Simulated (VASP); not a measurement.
# GaAs (F-43m) in VASP: notebook, part 2 of 2

VASP 6.6.1.

## 3. Relaxation of cell and atoms, PBE

The input, INCAR:

```
PREC = Accurate
ENCUT = 900
EDIFF = 1E-6
ISMEAR = -1
SIGMA = 0.05
LREAL = False
LASPH = True
NELM = 60
ALGO = Fast
ISIF = 3
LWAVE = False
LCHARG = False
GGA = PE
IBRION = 2
NSW = 60
EDIFFG = -0.01
```

The input, KPOINTS:

```
Automatic mesh
0
Gamma
  8 8 8
```

The input, POSCAR:

```
GaAs
1.0
    0.0000000000      2.8268500000      2.8268500000
    2.8268500000      0.0000000000      2.8268500000
    2.8268500000      2.8268500000      0.0000000000
As Ga
1 1
Direct
    0.7500000000      0.7500000000      0.7500000000
    0.0000000000      0.0000000000      0.0000000000
```

Potentials or basis: VASP PAW PBE potentials, release 64 (As, Ga_d).

The run is started by

```console
cat potpaw_PBE.64/As/POTCAR potpaw_PBE.64/Ga_d/POTCAR > POTCAR
mpirun -np 1 vasp_std > vasp.out
```

OUTCAR:

```text
PREC = Accurate
   ENCUT = 900
   EDIFF = 1E-6
   ISMEAR = -1
   LREAL = False
   LASPH = True
   NELM = 60
   ISIF = 3
   GGA = PE
   IBRION = 2
   NSW = 60
   EDIFFG = -0.01

 ion  position               nearest neighbor table
   1  0.750  0.750  0.750-   2 2.45   2 2.45   2 2.45   2 2.45
   2  0.000  0.000  0.000-   1 2.45   1 2.45   1 2.45   1 2.45

  LATTYP: Found a face centered cubic cell.
 ALAT       =     5.6537000000

  Lattice vectors:

 A1 = (   0.0000000000,   2.8268500000,   2.8268500000)
 A2 = (   2.8268500000,   0.0000000000,   2.8268500000)
 A3 = (   2.8268500000,   2.8268500000,   0.0000000000)

Analysis of symmetry for initial positions (statically):
=====================================================================
 Subroutine PRICEL returns:
 Original cell was already a primitive cell.

 Routine SETGRP: Setting up the symmetry group for a
 face centered cubic supercell.

 Subroutine GETGRP returns: Found 24 space group operations
 (whereof 24 operations were pure point group operations)
 out of a pool of 48 trial point group operations.

The static configuration has the point symmetry T_d .

Analysis of symmetry for dynamics (positions and initial velocities):
=====================================================================
 Subroutine PRICEL returns:
 Original cell was already a primitive cell.

 Routine SETGRP: Setting up the symmetry group for a
 face centered cubic supercell.

 Subroutine GETGRP returns: Found 24 space group operations
 (whereof 24 operations were pure point group operations)
 out of a pool of 48 trial point group operations.

The dynamic configuration has the point symmetry T_d .

 Subroutine INISYM returns: Found 24 space group operations
 (whereof 24 operations are pure point group operations),
 and found     1 'primitive' translations

----------------------------------------------------------------------------------------

[... 129 lines left out ...]
   NGX = 19   NGY = 19   NGZ = 19

--------------------------------------- Ionic step        1  -------------------------------------------

 number of electron      18.0000004 magnetization

 Free energy of the ion-electron system (eV)
  ---------------------------------------------------
  ext. energy  EPLUGINS =         0.00000000
  ---------------------------------------------------
  free energy    TOTEN  =        -8.24705101 eV

  energy without entropy =       -8.24702671  energy(sigma->0) =       -8.24703886

------------------------ aborting loop because EDIFF is reached ----------------------------------------

  FORCE on cell =-STRESS in cart. coord.  units (eV):
  Direction    XX          YY          ZZ          XY          YZ          ZX
  --------------------------------------------------------------------------------------
  -------------------------------------------------------------------------------------
  Total        0.9814750      0.9814750      0.9814750      0.0000000      0.0000000     -0.0000000
  in kB       34.8057945     34.8057945     34.8057945      0.0000000      0.0000000     -0.0000000
  external PRESSURE =      34.8057945 kB  Pullay stress =       0.0000000 kB
[... 131 lines left out ...]
--------------------------------------- Ionic step        5  -------------------------------------------

 number of electron      17.9999997 magnetization

 Free energy of the ion-electron system (eV)
  ---------------------------------------------------
  ext. energy  EPLUGINS =         0.00000000
  ---------------------------------------------------
  free energy    TOTEN  =        -8.27126802 eV

  energy without entropy =       -8.27088565  energy(sigma->0) =       -8.27107683

 E-fermi :   3.5578     XC(G=0):  -9.3529

 val. band max:        3.4535191341   @ k =   0.0000   0.0000   0.0000
 cond. band min:       3.5853788591   @ k =   0.0000   0.0000   0.0000
 fundamental gap:      0.1318597250
 Fermi energy:         3.5577817789

 k-point     1 :       0.0000    0.0000    0.0000
  band No.  band energies     occupation
      1     -11.2700      2.00000
      2     -11.2700      2.00000
      3     -11.2700      2.00000
      4     -11.2029      2.00000
      5     -11.2029      2.00000
      6      -8.9076      2.00000
      7       3.4535      1.77892
      8       3.4535      1.77892
      9       3.4535      1.77892
     10       3.5854      0.73083
     11       7.1666      0.00000
     12       7.1666      0.00000
     13       7.1666      0.00000
[... 354 lines left out ...]
  band No.  band energies     occupation
      1     -11.3413      2.00000
      2     -11.2492      2.00000
      3     -11.2429      2.00000
      4     -11.2063      2.00000
      5     -11.1998      2.00000
      6      -6.9878      2.00000
      7      -2.7978      2.00000
      8       0.4210      2.00000
      9       1.6534      2.00000
     10       6.3141      0.00000
     11       7.6263      0.00000
     12       9.6169      0.00000
     13      10.9046      0.00000

 [... further k-points ...]
[... 5 lines left out ...]
  --------------------------------------------------------------------------------------
  -------------------------------------------------------------------------------------
  Total       -0.0013989     -0.0013989     -0.0013989     -0.0000000     -0.0000000      0.0000000
  in kB       -0.0470706     -0.0470706     -0.0470706     -0.0000000     -0.0000000      0.0000000
  external PRESSURE =      -0.0470706 kB  Pullay stress =       0.0000000 kB
[... 17 lines left out ...]
  FREE ENERGIE OF THE ION-ELECTRON SYSTEM (eV)
  ---------------------------------------------------
  free  energy   TOTEN  =        -8.2712680247 eV

  energy  without entropy=       -8.2708856451  energy(sigma->0) =       -8.27107683

 reached required accuracy - stopping structural energy minimisation
```

Wall time 2.4 min (1 thread of AMD EPYC 7R13 (Zen 3), shared host); peak memory 0.23 GiB.

Results:

| Property | Result |
| --- | --- |
| Free energy | -8.2713 eV |
| Relaxed volume | 23.81 Å³/atom |
| Relaxed cell | a = 4.068 Å, b = 4.068 Å, c = 4.068 Å, α = 60.00°, β = 60.00°, γ = 60.00° |
| Space group after relaxing (to 0.05 Å) | F-43m (No. 216) |
| Energy gained by relaxing | 12.1 meV/atom |
| Ionic steps | 5 |
| Pressure after relaxing | 0.0 GPa |
| Band gap on the k mesh | 0.13 eV, direct |

Step by step:
```csv
step,energy change (eV),largest force (eV/Å),pressure (GPa),volume (Å³)
1,0.0000,0.0000,3.48,45.18
2,-0.0211,0.0000,-1.00,48.46
3,-0.0242,0.0000,0.17,47.54
4,-0.0242,0.0000,-0.14,47.67
5,-0.0242,0.0000,0.00,47.61
```

Final structure:
```
CELL_PARAMETERS angstrom
0.00000 2.87676 2.87676
2.87676 0.00000 2.87676
2.87676 2.87676 0.00000
ATOMIC_POSITIONS crystal
As 0.75000 0.75000 0.75000
Ga 0.00000 0.00000 0.00000
```

Levels at points of the mesh, in eV from the valence-band top:
```tsv
k point	band 7	band 8	band 9	band 10	band 11	band 12
(0.00, 0.00, 0.00)	0.00	0.00	0.00	0.13	3.71	3.71
(0.50, 0.00, 0.00)	-6.36	-1.06	-1.06	0.86	4.61	4.61
(0.50, 0.50, 0.00)	-6.58	-2.50	-2.50	1.56	1.68	9.75
```

## 4. Relaxation of cell and atoms, PBE

INCAR is that of step 3.

KPOINTS is that of step 3.

POSCAR is that of step 3.

Potentials or basis: VASP PAW PBE potentials, release 64 (As, Ga).

The run is started by

```console
cat potpaw_PBE.64/As/POTCAR potpaw_PBE.64/Ga/POTCAR > POTCAR
mpirun -np 1 vasp_std > vasp.out
```

It took 60 s on 1 thread of AMD EPYC 7R13 (Zen 3), shared host; peak memory 0.24 GiB.

The run converged. Its results:

```
Free energy                            : -8.2840 eV
Relaxed volume                         : 23.91 Å³/atom
Relaxed cell                           : a = 4.074 Å, b = 4.074 Å, c = 4.074 Å, α = 60.00°, β = 60.00°, γ = 60.00°
Space group after relaxing (to 0.05 Å) : F-43m (No. 216)
Energy gained by relaxing              : 15.7 meV/atom
Ionic steps                            : 3
Pressure after relaxing                : 0.0 GPa
Band gap on the k mesh                 : 0.15 eV, direct
```

Step by step:
```
step  energy change (eV)  largest force (eV/Å)  pressure (GPa)  volume (Å³)
   1              0.0000                0.0000            4.03        45.18
   2             -0.0262                0.0000           -1.37        49.00
   3             -0.0314                0.0000            0.01        47.82
```

Final structure:
```cif
data_structure
_symmetry_space_group_name_H-M 'P 1'
_symmetry_Int_Tables_number 1
_cell_length_a 4.0742
_cell_length_b 4.0742
_cell_length_c 4.0742
_cell_angle_alpha 60.000
_cell_angle_beta 60.000
_cell_angle_gamma 60.000
_cell_volume 47.82
loop_
_atom_site_label
_atom_site_type_symbol
_atom_site_fract_x
_atom_site_fract_y
_atom_site_fract_z
_atom_site_occupancy
As1 As 0.75000 0.75000 0.75000 1
Ga1 Ga 0.00000 0.00000 0.00000 1
```

Levels at points of the mesh, in eV from the valence-band top:
| k point | band 2 | band 3 | band 4 | band 5 | band 6 | band 7 |
| --- | --- | --- | --- | --- | --- | --- |
| (0.00, 0.00, 0.00) | 0.00 | 0.00 | 0.00 | 0.15 | 3.75 | 3.75 |
| (0.50, 0.00, 0.00) | -6.31 | -1.05 | -1.05 | 0.88 | 4.64 | 4.64 |
| (0.50, 0.50, 0.00) | -6.53 | -2.47 | -2.47 | 1.58 | 1.70 | 9.76 |

PBE gaps usually lie below the measured ones, often by a third to a half. Zero-point motion and thermal expansion aren't in these numbers.

## 5. Relaxation of cell and atoms, PBE

INCAR is that of step 4.

KPOINTS is that of step 4.

POSCAR is that of step 4.

Potentials or basis: VASP PAW PBE potentials, release 64 (As, Ga_d).

The run is started by

```console
cat potpaw_PBE.64/As/POTCAR potpaw_PBE.64/Ga_d/POTCAR > POTCAR
mpirun -np 1 vasp_std > vasp.out
```

Run time: 2.6 min. Hardware: 1 thread of AMD EPYC 7R13 (Zen 3), shared host; peak memory 0.23 GiB.

Results (log left out):

```
Free energy                            : -8.2713 eV
Relaxed volume                         : 23.81 Å³/atom
Relaxed cell                           : a = 4.068 Å, b = 4.068 Å, c = 4.068 Å, α = 60.00°, β = 60.00°, γ = 60.00°
Space group after relaxing (to 0.05 Å) : F-43m (No. 216)
Energy gained by relaxing              : 12.1 meV/atom
Ionic steps                            : 5
Pressure after relaxing                : 0.0 GPa
Band gap on the k mesh                 : 0.13 eV, direct
```

The path:
| step | energy change (eV) | largest force (eV/Å) | pressure (GPa) | volume (Å³) |
| --- | --- | --- | --- | --- |
| 1 | 0.0000 | 0.0000 | 3.48 | 45.18 |
| 2 | -0.0211 | 0.0000 | -1.00 | 48.46 |
| 3 | -0.0242 | 0.0000 | 0.17 | 47.54 |
| 4 | -0.0242 | 0.0000 | -0.14 | 47.67 |
| 5 | -0.0242 | 0.0000 | 0.00 | 47.61 |

Final structure:
```
CELL_PARAMETERS angstrom
0.00000 2.87676 2.87676
2.87676 0.00000 2.87676
2.87676 2.87676 0.00000
ATOMIC_POSITIONS crystal
As 0.75000 0.75000 0.75000
Ga 0.00000 0.00000 0.00000
```

Levels at points of the mesh, in eV from the valence-band top:
```tsv
k point	band 6	band 7	band 8	band 9	band 10	band 11	band 12	band 13
(0.00, 0.00, 0.00)	-12.36	0.00	0.00	0.00	0.13	3.71	3.71	3.71
(0.50, 0.00, 0.00)	-10.75	-6.36	-1.06	-1.06	0.86	4.61	4.61	7.69
(0.50, 0.50, 0.00)	-10.08	-6.58	-2.50	-2.50	1.56	1.68	9.75	9.75
```

Expect the measured gap to be larger: semilocal functionals such as PBE lack the derivative discontinuity. PBE usually gives volumes a little too large and moduli too small.

## 6. Relaxation of cell and atoms, PBE

INCAR is that of step 5.

KPOINTS is that of step 5.

POSCAR is that of step 5.

Potentials or basis: VASP PAW PBE potentials, release 64 (As_GW, Ga_d_GW).

The run is started by

```console
cat potpaw_PBE.64/As_GW/POTCAR potpaw_PBE.64/Ga_d_GW/POTCAR > POTCAR
mpirun -np 1 vasp_std > vasp.out
```

Run time: 5.3 min. Hardware: 1 thread of AMD EPYC 7R13 (Zen 3), shared host; peak memory 0.24 GiB.

The run converged. Its results:

* Free energy: -8.2679 eV
* Relaxed volume: 23.75 Å³/atom
* Relaxed cell: a = 4.065 Å, b = 4.065 Å, c = 4.065 Å, α = 60.00°, β = 60.00°, γ = 60.00°
* Space group after relaxing (to 0.05 Å): F-43m (No. 216)
* Energy gained by relaxing: 11.7 meV/atom
* Ionic steps: 10
* Pressure after relaxing: 0.0 GPa
* Band gap on the k mesh: 0.14 eV, direct

The path:
| step | energy change (eV) | largest force (eV/Å) | pressure (GPa) | volume (Å³) |
| --- | --- | --- | --- | --- |
| 1 | 0.0000 | 0.0000 | 3.39 | 45.18 |
| 2 | -0.0206 | 0.0000 | -1.00 | 48.38 |
| 3 | -0.0234 | 0.0000 | 0.08 | 47.51 |
| 4 | -0.0234 | 0.0000 | -0.12 | 47.57 |
| 5 | -0.0234 | 0.0000 | 0.11 | 47.45 |
| 6 | -0.0234 | 0.0000 | -0.27 | 47.51 |
| 7 | -0.0234 | 0.0000 | 0.22 | 47.47 |
| 8 | -0.0234 | 0.0000 | 0.08 | 47.49 |
| 9 | -0.0234 | 0.0000 | -0.08 | 47.50 |
| 10 | -0.0234 | 0.0000 | 0.05 | 47.49 |

Final structure:
```
As Ga
1.0
     0.00000    2.87433    2.87433
     2.87433    0.00000    2.87433
     2.87433    2.87433    0.00000
As Ga
1 1
Direct
  0.75000 0.75000 0.75000
  0.00000 0.00000 0.00000
```

Levels at points of the mesh, in eV from the valence-band top:
| k point | band 7 | band 8 | band 9 | band 10 | band 11 | band 12 |
| --- | --- | --- | --- | --- | --- | --- |
| (0.00, 0.00, 0.00) | 0.00 | 0.00 | 0.00 | 0.14 | 3.71 | 3.71 |
| (0.50, 0.00, 0.00) | -6.38 | -1.07 | -1.07 | 0.86 | 4.61 | 4.61 |
| (0.50, 0.50, 0.00) | -6.59 | -2.51 | -2.51 | 1.55 | 1.68 | 9.77 |

As with any semilocal functional, this PBE gap is likely too small. Zero-point motion and thermal expansion aren't in these numbers.

## 7. For comparison

An earlier run on the cell as given: functional PBEsol; potentials or basis VASP PAW PBE potentials, release 64 (As, Ga_d); cutoff 520 eV; k mesh 8 × 8 × 8; occupations fermi-dirac, width 0.05 eV; no spin polarisation.

* Pressure: 0.3 GPa
* Band gap on the k mesh: 0.46 eV, direct

## 8. Summary

| task | level | potentials or basis | cell | cutoff (eV) | smearing | ladder | gap on the mesh (eV) | pressure (GPa) | relaxed volume (Å³/atom) |
| --- | --- | --- | --- | --- | --- | --- | --- | --- | --- |
| single point | PBE | VASP PAW PBE potentials, release 64 (As, Ga_d) | as given | 520 | gaussian 0.022 eV | - | 0.52 | 3.4 | - |
| relaxation of cell and atoms | PBE | VASP PAW PBE potentials, release 64 (As, Ga_d) | relaxed | 900 | fermi-dirac 0.05 eV | - | 0.13 | 0.0 | 23.81 |
| relaxation of cell and atoms | PBE | VASP PAW PBE potentials, release 64 (As, Ga) | relaxed | 900 | fermi-dirac 0.05 eV | - | 0.15 | 0.0 | 23.91 |
| relaxation of cell and atoms | PBE | VASP PAW PBE potentials, release 64 (As_GW, Ga_d_GW) | relaxed | 900 | fermi-dirac 0.05 eV | - | 0.14 | 0.0 | 23.75 |
| single point | PBEsol | VASP PAW PBE potentials, release 64 (As, Ga_d) | as given | 520 | fermi-dirac 0.05 eV | free | 0.46 | 0.3 | - |

Alike in all rows: no spin polarisation; k mesh 8 × 8 × 8.

Caveats: the PAW data sets were made with another functional, which shifts forces and pressure a little (some runs).

Total energies depend on the potentials used, so only differences within one code and one set of settings carry meaning.

## 9. How close it comes

Step 2. Measured gap of GaAs: 1.412 eV (direct; 300 K; “Evidence of valence band perturbations in GaAsN/GaAs(001): A combined variable-angle spectroscopic ellipsometry and modulated photoreflectance investigation”, 2008, arxiv:0805.2212). This calculation gives 0.52 eV (-0.89 eV). 3 values of this kind are on record (1.412 to 1.51 eV); this one was drawn at random among those near their median, those with a stated uncertainty first. Spin-orbit coupling on As, Ga is left out. The value is that of PBE on a finite k mesh, which can miss the band edges, without temperature or zero-point motion. Semilocal functionals fall short of measured gaps as a rule.
